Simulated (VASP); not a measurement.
HfSiO4:

```
CELL_PARAMETERS angstrom
4.53734 0.00000 0.00000
0.00000 5.44481 0.00000
-0.08623 0.00000 4.93990
ATOMIC_POSITIONS crystal
Hf 0.50000 0.33000 0.75000
Hf 0.50000 0.67000 0.25000
Si 0.00000 0.18000 0.25000
Si 0.00000 0.82000 0.75000
O 0.74000 0.38000 0.11000
O 0.26000 0.38000 0.39000
O 0.78000 0.11000 0.56000
O 0.22000 0.11000 0.94000
O 0.26000 0.62000 0.89000
O 0.74000 0.62000 0.61000
O 0.22000 0.89000 0.44000
O 0.78000 0.89000 0.06000
```

The cell was built by a generator and needn't be a form met in nature.

```yaml
Program: VASP 6.6.1
Task: relaxation of cell and atoms
Functional: PBE
Potentials_or_basis: VASP PAW PBE potentials, release 64 (Hf_pv, Si, O)
Cutoff: 520 eV
k_mesh: 3 × 3 × 3
Occupations: gaussian, width 0.15 eV
Spin: no spin polarisation
```

At the start: pressure 2.4 GPa; volume 10.17 Å³/atom.

Problem. How do energy, volume and symmetry change on relaxing?

Solution. Over 22 steps the energy falls by 127.0 meV/atom and the volume is 9.75 Å³/atom (-4.1 %); space group P2/c (No. 13, to 0.05 Å).

The path:
```csv
step,energy change (eV),largest force (eV/Å),pressure (GPa),volume (Å³)
1,0.0000,2.5624,2.38,122.04
2,-0.9657,1.1364,-7.60,124.68
3,-1.0834,0.8170,-6.32,123.99
4,-1.2376,0.5158,6.61,117.59
5,-1.2708,0.4487,2.33,119.39
6,-1.3740,0.3241,0.42,119.82
7,-1.3807,0.4202,-0.03,119.96
8,-1.4188,0.3002,-1.45,120.10
9,-1.4188,0.2920,-1.39,120.10
10,-1.4447,0.1773,1.02,118.75
11,-1.4459,0.1655,1.15,118.50
12,-1.4620,0.1989,-0.64,119.04
13,-1.4625,0.2179,-0.81,119.13
14,-1.4767,0.2293,-0.62,118.80
15,-1.4861,0.4592,-0.16,118.21
16,-1.4928,0.3954,-0.16,118.05
17,-1.5075,0.1976,-0.09,117.56
18,-1.5049,0.3199,0.20,116.58
19,-1.5123,0.1907,0.11,117.10
20,-1.5163,0.1293,-0.01,117.10
21,-1.5216,0.1373,-0.24,117.09
22,-1.5235,0.0602,0.13,116.98
```

Final structure:
```
Hf Si O
1.0
     4.65194    0.00000   -0.26409
     0.00000    5.17317    0.00000
    -0.37221    0.00000    4.88190
Hf Si O
2 2 8
Direct
  0.50000 0.28645 0.75000
  0.50000 0.71355 0.25000
  0.00000 0.16368 0.25000
  0.00000 0.83632 0.75000
  0.74805 0.38949 0.11019
  0.25195 0.38949 0.38981
  0.78378 0.08477 0.52906
  0.21622 0.08477 0.97094
  0.25195 0.61051 0.88981
  0.74805 0.61051 0.61019
  0.21622 0.91523 0.47094
  0.78378 0.91523 0.02906
```

Caveat: the k mesh is coarse (spacing up to 0.46 Å⁻¹), so the values aren't converged.
